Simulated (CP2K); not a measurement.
## ZrO2 in CP2K: the effect of functional

The system is ZrO2.

```
Zr O
1.0
     3.59928    0.00000    0.00000
     1.79964    3.11706    0.00000
     1.79964    1.03902    2.93880
Zr O
1 2
Direct
  0.00000 0.00000 0.00000
  0.75000 0.75000 0.75000
  0.25000 0.25000 0.25000
```

Measurements of this composition are mostly on another form, of space group No. 14.

Alike in all runs:

```yaml
Program: CP2K 2026.2
Task: atomic charges
Potentials_or_basis: POTENTIAL_UZH Zr GTH-PBE-q12, O GTH-PBE-q6; TZVP-MOLOPT-PBE-GTH basis
Density_cutoff: 11565 eV
k_mesh: 9 × 9 × 9
Occupations: fermi-dirac, width 0.05 eV
Spin: no spin polarisation
```

```csv
functional,gap on the mesh (eV)
PBE,3.49
LDA,3.37
PBEsol,3.43
revPBE,3.52
optB88-vdW,3.50
BEEF-vdW,3.55
M06-L,?
```

Problem. What does the run with functional M06-L give?

Solution. gap on the mesh 3.86 eV.

Caveats: an odd mesh through Γ misses points on the zone boundary, where band edges often lie; the basis of atomic orbitals isn't converged, which shifts pressures, moduli and gaps.
